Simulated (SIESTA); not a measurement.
InAs:

```
In As
1.0
     0.00000    3.01800    3.01800
     3.01800    0.00000    3.01800
     3.01800    3.01800    0.00000
In As
1 1
Direct
  0.00000 0.00000 0.00000
  0.75000 0.75000 0.75000
```

Base run:

```yaml
Program: SIESTA 5.4.2
Functional: vdW-DF-cx
Potentials_or_basis: PseudoDojo 0.4 standard (PBE files)
Basis: DZP (energy shift 0.003 Ry; two zetas on semicore shells)
Grid_cutoff: 500 Ry
Energy_shift: 0.003 Ry
k_mesh: 8 × 8 × 8
Occupations: fermi-dirac, width 0.05 eV
Spin: no spin polarisation
```

Its results: band gap on the k mesh none (metal or under the smearing width); pressure 2.5 GPa.

Problem. The run is repeated on the same cell with these changes: functional from vdW-DF-cx to BLYP. What comes out?

Solution. Band gap on the k mesh none (metal or under the smearing width); pressure 7.3 GPa.

Caveats: the potentials were made for another functional, which shifts forces and pressure; the basis of atomic orbitals isn't converged, which shifts pressures, moduli and gaps.

Not every run made on this cell is shown here.
